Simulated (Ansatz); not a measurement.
**FePt (P4/mmm) at 2 levels of theory**

One geometry, relaxed with PBE; plane waves with PAW potentials in Ansatz, scalar-relativistic. Collinear spin, ending at 3.3 μB a primitive cell. Gaps are the least over mesh and band path; pressure is positive in compression.

```cif
data_structure
_symmetry_space_group_name_H-M 'P4/mmm'
_symmetry_Int_Tables_number 123
_cell_length_a 2.7291
_cell_length_b 2.7291
_cell_length_c 3.7650
_cell_angle_alpha 90.000
_cell_angle_beta 90.000
_cell_angle_gamma 90.000
_cell_volume 28.04
loop_
_atom_site_label
_atom_site_type_symbol
_atom_site_symmetry_multiplicity
_atom_site_Wyckoff_symbol
_atom_site_fract_x
_atom_site_fract_y
_atom_site_fract_z
_atom_site_occupancy
Fe1 Fe 1 d 0.50000 0.50000 0.50000 1
Pt1 Pt 1 a 0.00000 0.00000 0.00000 1
```

```csv
level,cutoff (eV),k mesh,gap (eV),pressure (GPa),largest moment (μB)
PBE,420,20×20×14,0,0.0,2.98
```

What comes out on the same cell with r2SCAN?

```tsv
level	cutoff (eV)	k mesh	gap (eV)	pressure (GPa)	largest moment (μB)
r2SCAN	500	20×20×14	0	-1.8	3.29
```

The state reached may not be the lowest one. Spin-orbit coupling matters for the bands of heavy elements and is left out.

It was relaxed from a cell as deposited in COD.
